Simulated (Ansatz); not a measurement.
The system is GaN.

```
Ga N
1.0
     0.00000    2.25350    2.25350
     2.25350    0.00000    2.25350
     2.25350    2.25350    0.00000
Ga N
1 1
Direct
  0.00000 0.00000 0.00000
  0.25000 0.25000 0.25000
```

The cell is a database's computed one.

Program: Ansatz 0.2.0. Alike in all runs: task single point; level HSE06 form with a typed share of exact exchange; potentials or basis Ansatz PAW; no spin polarisation; cell as given; k mesh 5 × 5 × 5; cutoff (eV) 420; smearing fermi-dirac 0.05 eV; the mesh is coarse, so values aren't converged.

Order these runs on this cell by their band gap on the k mesh, lowest first.
A. screening (1/Å) 0.6
B. screening (1/Å) 0.1
C. screening (1/Å) 0.4
D. screening (1/Å) 0.3
E. screening (1/Å) 0.15

A (2.28 eV), C (2.57 eV), D (2.76 eV), E (3.13 eV), B (3.29 eV).

Caveats: all runs use coarse meshes; odd divisions of the mesh miss points on the zone boundary, where band edges often lie, so the gap on the mesh can be too wide.
